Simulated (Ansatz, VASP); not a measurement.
## Two plane-wave programs on Na2Nb2O

```
Na Nb O
1.0
    -1.76300    1.76300    9.06011
     1.76300   -1.76300    9.06011
     1.76300    1.76300   -9.06011
Na Nb O
2 2 1
Direct
  0.43110 0.43110 0.00000
  0.56890 0.56890 0.00000
  0.75000 0.25000 0.50000
  0.25000 0.75000 0.50000
  0.00000 0.00000 0.00000
```

Change from the starting cell: species swapped into the YGe2Ru2 type (I4/mmm, No. 139).

Alike in both runs: functional PBE; k mesh 6 × 6 × 6; occupations gaussian, width 0.1 eV; no spin polarisation.

Ansatz relaxed the structure, and its values are those at the end. VASP's run is a single point on that final structure, the one shown.

```csv
,VASP,Ansatz
version,VASP 6.6.1,Ansatz 0.2.0
potentials or method,"VASP PAW PBE potentials, release 64 (Na_pv, Nb_sv, O)","scalar-relativistic, plane waves, PAW"
plane-wave cutoff (eV),520,420
valence electrons in the cell,46,50
```

|  | VASP | Ansatz | Ansatz less VASP |
| --- | --- | --- | --- |
| gap on the k mesh at the Fermi level (eV) | none | none | - |
| pressure (GPa) | 0.1 | 0.1 | +0.06 |
| rms of the force components (eV/Å) | 0.003 | 0.005 | +0.0018 |

A gap of «none» marks a metal or a gap that the smearing closes. The two sets of potentials don't hold the same shells in valence.

Caveats: the k mesh is coarse (spacing up to 0.42 Å⁻¹), so the values aren't converged.
